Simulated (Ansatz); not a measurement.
# Structure types of Al compared at 54 GPa

Structure types of Al are relaxed in primitive cells with their symmetry kept at 54 GPa, first on PAW files, then by LAPW. The enthalpy is E + pV at zero temperature, without zero-point motion. Only the types listed were tried, and differences under about 5 meV/atom are mesh noise.

Computed with Ansatz 0.2.0; functional PBE, scalar-relativistic. Settings: Fermi–Dirac smearing of 0.1 eV, no spin polarisation. Methods: LAPW: all electrons, basis error target 0.5 meV/atom; PAW: frozen-core files, cutoff 420 eV.

k meshes: fcc 18×18×18, bcc 19×19×19, hcp 17×17×9, beta tin 18×18×18, diamond 14×14×14, simple hexagonal 18×18×16.

**Question.** Order the types by LAPW enthalpy, lowest first.
A. hcp
B. beta tin
C. fcc
D. bcc
E. diamond
F. simple hexagonal

**Answer.** C (0 meV/atom), A (39 meV/atom), D (129 meV/atom), F (697 meV/atom), B (823 meV/atom), E (2933 meV/atom).

| start type | ends as | a, b, c (Å) | V (Å³/atom) | H − H(lowest), LAPW (meV/atom) | same, PAW |
| --- | --- | --- | --- | --- | --- |
| fcc | fcc, Fm-3m | 3.615, 3.615, 3.615 | 11.81 | 0.0 | 0.0 |
| bcc | bcc, Im-3m | 2.867, 2.867, 2.867 | 11.78 | 129.3 | 128.3 |
| hcp | hcp, P6_3/mmc | 2.552, 2.552, 4.179 | 11.78 | 38.6 | 38.0 |
| beta tin | beta tin, I4_1/amd | 4.631, 4.631, 2.406 | 12.90 | 822.9 | 824.9 |
| diamond | diamond, Fd-3m | 5.076, 5.076, 5.076 | 16.35 | 2932.6 | 2941.8 |
| simple hexagonal | simple hexagonal, P6/mmm | 2.463, 2.463, 2.436 | 12.80 | 696.7 | 698.5 |

**Question.** Split the lead of fcc over hcp into energy and pV.

**Answer.** For hcp less fcc: ΔE = +49.1 meV/atom, and p·ΔV = 54 GPa × -0.0311 Å³ × 6.242 meV/(GPa·Å³) = -10.5 meV/atom, together 38.6 meV/atom. fcc wins by its internal energy, though it is the less dense.
